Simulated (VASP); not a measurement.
# KI in VASP: notebook

KI is run at these levels: PBE, r2SCAN; tasks: single point.

Program: VASP 6.6.1. These are calculated values, not measurements. Logs are shortened: lines on timing, memory, paths and dates and some standing lists are left out, and cuts for length are marked.

**Measured values to compare with.**

A printed reference work, monograph reports, for a bulk crystal of KI: band gap 6.32 eV.

The results are compared with them further down.

## Step 1: The cell of the first run

The structure is cubic, space group Fm-3m (No. 225). The conventional cell has a = 7.457 Å, b = 7.457 Å, c = 7.457 Å, α = 90.00°, β = 90.00°, γ = 90.00°. K (site symmetry m-3m) has 6 I at 3.73 Å within 4.9 Å. I (site symmetry m-3m) has 6 K at 3.73 Å within 4.9 Å.

## Step 2: Single point, PBE (strain +5.2%)

INCAR

```
ALGO     = Normal         # electronic algorithm
EDIFF    = 1E-6           # SCF threshold, eV
ENCUT    = 520            # plane-wave cutoff, eV
GGA      = PE             # functional
ISIF     = 2              # what is computed and relaxed
ISMEAR   = -1             # smearing method
LASPH    = True           # aspherical terms in the spheres
LCHARG   = False          # write CHGCAR
LREAL    = False          # projectors in reciprocal space
LWAVE    = False          # write WAVECAR
NBANDS   = 15             # bands
NELM     = 80             # most SCF steps
PREC     = Accurate       # precision mode
SIGMA    = 0.02           # smearing width, eV
```

KPOINTS

```
k-points
0
Gamma
  6 6 6
```

POSCAR

```
KI
1.0
    0.0000000000      3.7285291190      3.7285291190
    3.7285291190      0.0000000000      3.7285291190
    3.7285291190      3.7285291190      0.0000000000
K I
1 1
Direct
    0.0000000000      0.0000000000      0.0000000000
    0.5000000000      0.5000000000      0.5000000000
```

Potentials or basis: VASP PAW PBE potentials, release 64 (K_sv, I).

Launch:

```
$ cat potpaw_PBE.64/K_sv/POTCAR potpaw_PBE.64/I/POTCAR > POTCAR
$ mpirun -np 1 vasp_std > vasp.out
```

OUTCAR:

```text
EDIFF = 1E-6
   ENCUT = 520
   GGA = PE
   ISIF = 2
   ISMEAR = -1
   LASPH = True
   LREAL = False
   NELM = 80
   PREC = Accurate

 ion  position               nearest neighbor table
   1  0.000  0.000  0.000-
   2  0.500  0.500  0.500-

  LATTYP: Found a face centered cubic cell.
 ALAT       =     7.4570582380

  Lattice vectors:

 A1 = (   0.0000000000,   3.7285291190,   3.7285291190)
 A2 = (   3.7285291190,   0.0000000000,   3.7285291190)
 A3 = (   3.7285291190,   3.7285291190,   0.0000000000)

Analysis of symmetry for initial positions (statically):
=====================================================================
 Subroutine PRICEL returns:
 Original cell was already a primitive cell.

 Routine SETGRP: Setting up the symmetry group for a
 face centered cubic supercell.

 Subroutine GETGRP returns: Found 48 space group operations
 (whereof 48 operations were pure point group operations)
 out of a pool of 48 trial point group operations.

The static configuration has the point symmetry O_h .

Analysis of symmetry for dynamics (positions and initial velocities):
=====================================================================
 Subroutine PRICEL returns:
 Original cell was already a primitive cell.

 Routine SETGRP: Setting up the symmetry group for a
 face centered cubic supercell.

 Subroutine GETGRP returns: Found 48 space group operations
 (whereof 48 operations were pure point group operations)
 out of a pool of 48 trial point group operations.

The dynamic configuration has the point symmetry O_h .

 Subroutine INISYM returns: Found 48 space group operations
 (whereof 48 operations are pure point group operations),
 and found     1 'primitive' translations

----------------------------------------------------------------------------------------

                                     Primitive cell

  volume of cell :     103.6675

  direct lattice vectors                    reciprocal lattice vectors
     0.000000000  3.728529119  3.728529119    -0.134101139  0.134101139  0.134101139
     3.728529119  0.000000000  3.728529119     0.134101139 -0.134101139  0.134101139
     3.728529119  3.728529119  0.000000000     0.134101139  0.134101139 -0.134101139

  length of vectors
     5.272936448  5.272936448  5.272936448     0.232269985  0.232269985  0.232269985

  position of ions in fractional coordinates (direct lattice)
     0.000000000  0.000000000  0.000000000
     0.500000000  0.500000000  0.500000000

  ion indices of the primitive-cell ions
   primitive index   ion index
                 1           1
                 2           2

----------------------------------------------------------------------------------------

 KPOINTS: k-points

Automatic generation of k-mesh.
 Grid dimensions read from file:
 generate k-points for:    6    6    6

 Generating k-lattice:

  Cartesian coordinates                     Fractional coordinates (reciprocal lattice)
    -0.022350190  0.022350190  0.022350190     0.166666667  0.000000000  0.000000000
     0.022350190 -0.022350190  0.022350190     0.000000000  0.166666667  0.000000000
     0.022350190  0.022350190 -0.022350190     0.000000000  0.000000000  0.166666667

  Length of vectors
     0.038711664  0.038711664  0.038711664

  Shift w.r.t. Gamma in fractional coordinates (k-lattice)
     0.000000000  0.000000000  0.000000000

 Subroutine IBZKPT returns following result:
 ===========================================

 Found     16 irreducible k-points:

 Following reciprocal coordinates:
            Coordinates               Weight
  0.000000  0.000000  0.000000      1.000000
  0.166667  0.000000  0.000000      8.000000
  0.333333  0.000000  0.000000      8.000000
  0.500000  0.000000  0.000000      4.000000
  0.166667  0.166667  0.000000      6.000000
  0.333333  0.166667  0.000000     24.000000
[... 8 lines left out ...]
 -0.333333  0.333333  0.166667     24.000000
 -0.333333  0.500000  0.166667     12.000000
   k-points           NKPTS =     16   k-points in BZ     NKDIM =     16   number of bands    NBANDS=     15
   number of dos      NEDOS =    301   number of ions     NIONS =      2
   total plane-waves  NPLWV =  64000
   dimension x,y,z NGX =    40 NGY =   40 NGZ =   40
   dimension x,y,z NGXF=    80 NGYF=   80 NGZF=   80
   ions per type =               1   1
   NGX,Y,Z   is equivalent  to a cutoff of  12.61, 12.61, 12.61 a.u.
   NGXF,Y,Z  is equivalent  to a cutoff of  25.22, 25.22, 25.22 a.u.
 SYSTEM =  unknown system
   PREC   = accura    normal or accurate (medium, high low for compatibility)
   ISTART =      0    job   : 0-new  1-cont  2-samecut
   ICHARG =      2    charge: 1-file 2-atom 10-const
   ISPIN  =      1    spin polarized calculation?
   LNONCOLLINEAR =      F non collinear calculations
   LSORBIT =      F    spin-orbit coupling
   LASPH  =      T    aspherical Exc in radial PAW
   ENCUT  =  520.0 eV  38.22 Ry    6.18 a.u.   9.80  9.80  9.80*2*pi/ulx,y,z
   NELM   =     80;   NELMIN=  2; NELMDL= -5     # of ELM steps
   EDIFF  = 0.1E-05   stopping-criterion for ELM
   LREAL  =      F    real-space projection
   EDIFFG = 0.1E-04   stopping-criterion for IOM
   NSW    =      0    number of steps for IOM
   IBRION =     -1    ionic relax: 0-MD 1-quasi-New 2-CG
   NFREE  =      0    steps in history (QN), initial steepest desc. (CG)
   ISIF   =      2    stress and relaxation
   ISYM   =      2    0-nonsym 1-usesym 2-fastsym
   POTIM  = 0.5000    time-step for ionic-motion
   TEBEG  =    0.0;   TEEND  =   0.0 temperature during run
   PSTRESS=    0.0 pullay stress
   NELECT =      16.0000    total number of electrons
   NUPDOWN=      -1.0000    fix difference up-down
   EMIN   =  10.00;   EMAX   =-10.00  energy-range for DOS
   EFERMI =   0.00;   METHOD = LEGACY
   ISMEAR =    -1;   SIGMA  =   0.02  broadening in eV -4-tet -1-fermi 0-gaus
   EFERMI_NEDOS =   21; number of points for ismear=-14 and -15
   IALGO  =     38    algorithm
   IMIX   =      4    mixing-type and parameters
     AMIX     =   0.40;   BMIX     =  1.00
     AMIX_MAG =   1.60;   BMIX_MAG =  1.00
  volume/ion in A,a.u.               =      51.83       349.79
  Fermi-wavevector in a.u.,A,eV,Ry     =   0.878147  1.659457 10.492029  0.771142
  Thomas-Fermi vector in A             =   1.998193
   LORBIT       =      0    0 simple, 1 ext, 2 COOP (PROOUT), +10 PAW based schemes
   GGA     = PE    functional components
   LHFCALC =     F    Hartree Fock is set to
   AEXX    =    0.0000 exact exchange contribution
   IVDW    =     0    specifies the selected vdW correction
   LEPSILON=     F    determine dielectric tensor
   LRPA    =     F    only Hartree local field effects (RPA)
 non-spin polarized calculation
  energy-cutoff  :      520.00
  volume of cell :      103.67
 maximum number of plane-waves:      2806
   NGX = 19   NGY = 19   NGZ = 19

 number of electron      15.9999999 magnetization

 Free energy of the ion-electron system (eV)
  ---------------------------------------------------
  ext. energy  EPLUGINS =         0.00000000
  ---------------------------------------------------
  free energy    TOTEN  =        -5.53198230 eV

  energy without entropy =       -5.53198230  energy(sigma->0) =       -5.53198230

 E-fermi :  -0.7097     XC(G=0):  -6.5665

 val. band max:       -1.1619751300   @ k =   0.0000   0.0000   0.0000
 cond. band min:       2.4601089603   @ k =   0.0000   0.0000   0.0000
 fundamental gap:      3.6220840903
 Fermi energy:        -0.7097414002

 k-point     1 :       0.0000    0.0000    0.0000
  band No.  band energies     occupation
      1     -29.9885      2.00000
      2     -13.4585      2.00000
      3     -13.4585      2.00000
      4     -13.4585      2.00000
      5     -11.4594      2.00000
      6      -1.1620      2.00000
      7      -1.1620      2.00000
      8      -1.1620      2.00000
      9       2.4601      0.00000
     10       5.3510      0.00000
     11       5.3510      0.00000
     12       5.3510      0.00000
     13       5.9677      0.00000
     14       5.9677      0.00000
     15       8.3980      0.00000

 k-point     2 :       0.1667    0.0000    0.0000
  band No.  band energies     occupation
      1     -29.9883      2.00000
      2     -13.4727      2.00000
      3     -13.4589      2.00000
      4     -13.4589      2.00000
      5     -11.4269      2.00000
      6      -1.4711      2.00000
      7      -1.2212      2.00000
      8      -1.2212      2.00000
      9       2.9955      0.00000
     10       5.2322      0.00000
     11       5.5984      0.00000
     12       5.5984      0.00000
     13       6.2048      0.00000
     14       6.2048      0.00000
     15       9.0726      0.00000

 k-point     3 :       0.3333    0.0000    0.0000
  band No.  band energies     occupation
      1     -29.9879      2.00000
      2     -13.4999      2.00000
      3     -13.4597      2.00000
      4     -13.4597      2.00000
      5     -11.3622      2.00000
      6      -1.9528      2.00000
      7      -1.3331      2.00000
      8      -1.3331      2.00000
      9       3.8758      0.00000
     10       5.4692      0.00000
     11       6.1758      0.00000
     12       6.1758      0.00000
     13       6.8604      0.00000
     14       6.8604      0.00000
     15       7.8413      0.00000

 k-point     4 :       0.5000    0.0000    0.0000
  band No.  band energies     occupation
      1     -29.9877      2.00000
      2     -13.5130      2.00000
      3     -13.4601      2.00000
      4     -13.4601      2.00000
      5     -11.3300      2.00000
      6      -2.1540      2.00000
      7      -1.3863      2.00000
      8      -1.3863      2.00000
      9       4.1723      0.00000
     10       5.9810      0.00000
     11       6.6415      0.00000
     12       6.6415      0.00000
     13       7.2191      0.00000
     14       7.2191      0.00000
     15       7.3238      0.00000
[... 163 lines left out ...]
 k-point    14 :       0.5000    0.3333    0.1667
  band No.  band energies     occupation
      1     -29.9877      2.00000
      2     -13.4907      2.00000
      3     -13.4680      2.00000
      4     -13.4631      2.00000
      5     -11.3566      2.00000
      6      -1.9043      2.00000
      7      -1.5128      2.00000
      8      -1.4276      2.00000
      9       4.5905      0.00000
     10       4.7443      0.00000
     11       5.7593      0.00000
     12       6.8810      0.00000
     13       7.0529      0.00000
     14       7.1711      0.00000
     15       8.1561      0.00000

 k-point    15 :      -0.3333    0.3333    0.1667
  band No.  band energies     occupation
      1     -29.9875      2.00000
      2     -13.4907      2.00000
      3     -13.4702      2.00000
      4     -13.4655      2.00000
      5     -11.3459      2.00000
      6      -1.8885      2.00000
      7      -1.6384      2.00000
      8      -1.4798      2.00000
      9       4.9182      0.00000
     10       5.2518      0.00000
     11       5.3909      0.00000
     12       6.6075      0.00000
     13       7.1722      0.00000
     14       7.6416      0.00000
     15       8.1488      0.00000

 k-point    16 :      -0.3333    0.5000    0.1667
  band No.  band energies     occupation
      1     -29.9875      2.00000
      2     -13.4767      2.00000
      3     -13.4746      2.00000
      4     -13.4704      2.00000
      5     -11.3566      2.00000
      6      -1.8270      2.00000
      7      -1.5876      2.00000
      8      -1.5593      2.00000
      9       4.5555      0.00000
     10       4.7843      0.00000
     11       5.9198      0.00000
     12       6.5890      0.00000
     13       7.0586      0.00000
     14       8.0427      0.00000
     15       8.2643      0.00000

------------------------ aborting loop because EDIFF is reached ----------------------------------------

  FORCE on cell =-STRESS in cart. coord.  units (eV):
  Direction    XX          YY          ZZ          XY          YZ          ZX
  --------------------------------------------------------------------------------------
  -------------------------------------------------------------------------------------
  Total       -0.5789845     -0.5789845     -0.5789845     -0.0000000     -0.0000000      0.0000000
  in kB       -8.9481839     -8.9481839     -8.9481839     -0.0000000     -0.0000000      0.0000000
  external PRESSURE =      -8.9481839 kB  Pullay stress =       0.0000000 kB

 VOLUME and BASIS-vectors are now :
 -----------------------------------------------------------------------------
  energy-cutoff  :      520.00
  volume of cell :      103.67
      direct lattice vectors                 reciprocal lattice vectors
     0.000000000  3.728529119  3.728529119    -0.134101139  0.134101139  0.134101139
     3.728529119  0.000000000  3.728529119     0.134101139 -0.134101139  0.134101139
     3.728529119  3.728529119  0.000000000     0.134101139  0.134101139 -0.134101139

 POSITION                                       TOTAL-FORCE (eV/Angst)
 -----------------------------------------------------------------------------------
      0.00000      0.00000      0.00000         0.000000      0.000000     -0.000000
      3.72853      3.72853      3.72853        -0.000000     -0.000000      0.000000
 -----------------------------------------------------------------------------------
    total drift:                                0.000000     -0.000000     -0.000000

  FREE ENERGIE OF THE ION-ELECTRON SYSTEM (eV)
  ---------------------------------------------------
  free  energy   TOTEN  =        -5.5319823009 eV

  energy  without entropy=       -5.5319823009  energy(sigma->0) =       -5.53198230
```

Wall time 23 s (1 thread of AMD EPYC 7R13 (Zen 3), shared host); peak memory 0.21 GiB.

What came out:

- Free energy: -5.5320 eV
- Pressure: -0.9 GPa
- Band gap on the k mesh: 3.62 eV, direct

Caveat: the cell differs from its parent crystal (strain +5.2%); spin-orbit coupling is left out, which moves the levels of the heavy elements.

## Step 3: Single point, r2SCAN

This run uses another cell than the first one, of 44.53 Å³/atom, 0.859 times its volume.

POSCAR

```
KI
1.0
    0.0000000000      3.5445661365      3.5445661365
    3.5445661365      0.0000000000      3.5445661365
    3.5445661365      3.5445661365      0.0000000000
K I
1 1
Direct
    0.0000000000      0.0000000000      0.0000000000
    0.5000000000      0.5000000000      0.5000000000
```

INCAR.step1

```
SYSTEM = KI
PREC = Accurate ; ENCUT = 520
ISMEAR = 0 ; SIGMA = 0.01
LREAL = .FALSE. ; LASPH = .TRUE.
NELM = 80 ; NBANDS = 15
GGA = PE ; ALGO = Normal
EDIFF = 1E-4 ; LWAVE = .TRUE.
LCHARG = .FALSE.
```

INCAR.step2

```
SYSTEM = KI
PREC = Accurate ; ENCUT = 520
EDIFF = 1E-7 ; ISMEAR = 0
SIGMA = 0.01 ; LREAL = .FALSE.
LASPH = .TRUE. ; NELM = 80
ALGO = Normal ; ISIF = 2
LWAVE = .FALSE. ; LCHARG = .FALSE.
METAGGA = R2SCAN ; LMIXTAU = .TRUE.
NBANDS = 15 ; ISTART = 1
```

KPOINTS

```
Automatic mesh
0
G
  6 6 6
  0 0 0
```

Potentials or basis: VASP PAW PBE potentials, release 64 (K_sv, I).

Launch:

```
$ cat potpaw_PBE.64/K_sv/POTCAR potpaw_PBE.64/I/POTCAR > POTCAR
$ cp INCAR.step1 INCAR
$ mpirun -np 1 vasp_std > vasp.out
$ cp INCAR.step2 INCAR
$ mpirun -np 1 vasp_std > vasp.out
```

Wall time 2 min (1 thread of AMD EPYC 7R13 (Zen 3), shared host); peak memory 0.23 GiB.

The run converged. Its results:

| Quantity | Value |
| --- | --- |
| Free energy | -33.9843 eV |
| Pressure | 0.0 GPa |
| Band gap on the k mesh | 4.58 eV, direct |

Levels at points of the mesh, in eV from the valence-band top:
| k point | band 4 | band 5 | band 6 | band 7 | band 8 | band 9 | band 10 | band 11 | band 12 | band 13 |
| --- | --- | --- | --- | --- | --- | --- | --- | --- | --- | --- |
| (0.00, 0.00, 0.00) | -12.39 | -10.80 | 0.00 | 0.00 | 0.00 | 4.58 | 7.05 | 7.05 | 7.05 | 7.90 |
| (0.50, 0.00, 0.00) | -12.39 | -10.52 | -1.30 | -0.33 | -0.33 | 6.01 | 8.31 | 8.75 | 8.75 | 9.41 |
| (0.50, 0.50, 0.00) | -12.41 | -10.65 | -1.00 | -0.37 | -0.37 | 5.39 | 6.47 | 8.83 | 9.39 | 9.52 |

Caveat: the PAW data sets were made with another functional, which shifts forces and pressure a little; spin-orbit coupling is left out, which moves the levels of the heavy elements.

## Step 4: Single point, PBE (epitaxial xy strain -2.0%)

Changes to INCAR since step 2:

```diff
@@ -6,6 +6,6 @@
 ISMEAR   = -1             # smearing method
-LASPH    = True           # aspherical terms in the spheres
-LCHARG   = False          # write CHGCAR
-LREAL    = False          # projectors in reciprocal space
-LWAVE    = False          # write WAVECAR
+LASPH    = T              # aspherical terms in the spheres
+LCHARG   = F              # write CHGCAR
+LREAL    = F              # projectors in reciprocal space
+LWAVE    = F              # write WAVECAR
 NBANDS   = 15             # bands
```

KPOINTS

```
k-points
0
Gamma
  6 6 6
```

POSCAR

```
KI
1.0
    0.0000000000      3.4719025307      3.5625650544
    3.4719025307      0.0000000000      3.5625650544
    3.4719025307      3.4719025307      0.0000000000
K I
1 1
Direct
    0.0000000000      0.0000000000      0.0000000000
    0.5000000000      0.5000000000      0.5000000000
```

Launch:

```
$ cat potpaw_PBE.64/K_sv/POTCAR potpaw_PBE.64/I/POTCAR > POTCAR
$ mpirun -np 1 vasp_std > vasp.out
```

It took 46 s on 1 thread of AMD EPYC 7R13 (Zen 3), shared host; peak memory 0.22 GiB.

The run converged. Its results:

```
Free energy            : -5.5413 eV
Pressure               : 1.0 GPa
Band gap on the k mesh : 4.02 eV, direct
```

Stress tensor (GPa, compression positive):
```
1.28 0.00 0.00
0.00 1.28 0.00
0.00 0.00 0.52
```

Levels at points of the mesh, in eV from the valence-band top:
```tsv
k point	band 4	band 5	band 6	band 7	band 8	band 9	band 10	band 11	band 12	band 13
(0.00, 0.00, 0.00)	-11.95	-10.55	-0.01	0.00	0.00	4.02	6.38	6.54	6.54	7.17
(0.50, 0.00, 0.00)	-11.95	-10.23	-1.39	-0.37	-0.36	5.55	7.78	8.10	8.30	8.74
(0.50, 0.50, 0.00)	-11.97	-10.40	-1.06	-0.36	-0.36	4.90	5.83	8.08	8.79	8.86
(0.50, 0.00, 0.50)	-11.97	-10.39	-1.03	-0.41	-0.38	4.88	5.83	8.14	8.81	8.97
```

Caveat: the cell differs from its parent crystal (epitaxial xy strain -2.0%); spin-orbit coupling is left out, which moves the levels of the heavy elements.

## Step 5: Single point, r2SCAN (strain +5.2%)

POSCAR

```
KI
1.0
    0.0000000000      3.7285291190      3.7285291190
    3.7285291190      0.0000000000      3.7285291190
    3.7285291190      3.7285291190      0.0000000000
K I
1 1
Direct
    0.0000000000      0.0000000000      0.0000000000
    0.5000000000      0.5000000000      0.5000000000
```

INCAR.step1

```
SYSTEM = KI
PREC = Accurate
ENCUT = 520
ISMEAR = 0
SIGMA = 0.01
LREAL = .False.
LASPH = .True.
NELM = 60
NBANDS = 15
GGA = PE
ALGO = Normal
EDIFF = 1E-4
LWAVE = .True.
LCHARG = .False.
```

INCAR.step2

```
SYSTEM = KI
PREC = Accurate
ENCUT = 520
EDIFF = 1E-7
ISMEAR = 0
SIGMA = 0.01
LREAL = .False.
LASPH = .True.
NELM = 60
ALGO = Normal
ISIF = 2
LWAVE = .False.
LCHARG = .False.
METAGGA = R2SCAN
LMIXTAU = .True.
NBANDS = 15
ISTART = 1
```

KPOINTS

```
regular mesh
0
Gamma
  6 6 6
  0 0 0
```

Launch:

```
$ cat potpaw_PBE.64/K_sv/POTCAR potpaw_PBE.64/I/POTCAR > POTCAR
$ cp INCAR.step1 INCAR
$ mpirun -np 1 vasp_std > vasp.out
$ cp INCAR.step2 INCAR
$ mpirun -np 1 vasp_std > vasp.out
```

Wall time 1.9 min (1 thread of AMD EPYC 7R13 (Zen 3), shared host); peak memory 0.23 GiB.

The run converged. Its results:

```
Free energy            : -33.9186 eV
Pressure               : -1.3 GPa
Band gap on the k mesh : 4.24 eV, direct
```

Levels at points of the mesh, in eV from the valence-band top:
```
           k point  band 5  band 6  band 7  band 8  band 9  band 10  band 11  band 12
(0.00, 0.00, 0.00)  -10.60    0.00    0.00    0.00    4.24     7.08     7.08     7.08
(0.50, 0.00, 0.00)  -10.46   -0.99   -0.22   -0.22    5.83     7.79     8.43     8.43
(0.50, 0.50, 0.00)  -10.51   -0.78   -0.29   -0.29    5.59     6.12     8.63     8.65
```

Caveat: the cell differs from its parent crystal (strain +5.2%); the PAW data sets were made with another functional, which shifts forces and pressure a little; spin-orbit coupling is left out, which moves the levels of the heavy elements.

[end of part 1 of 2]
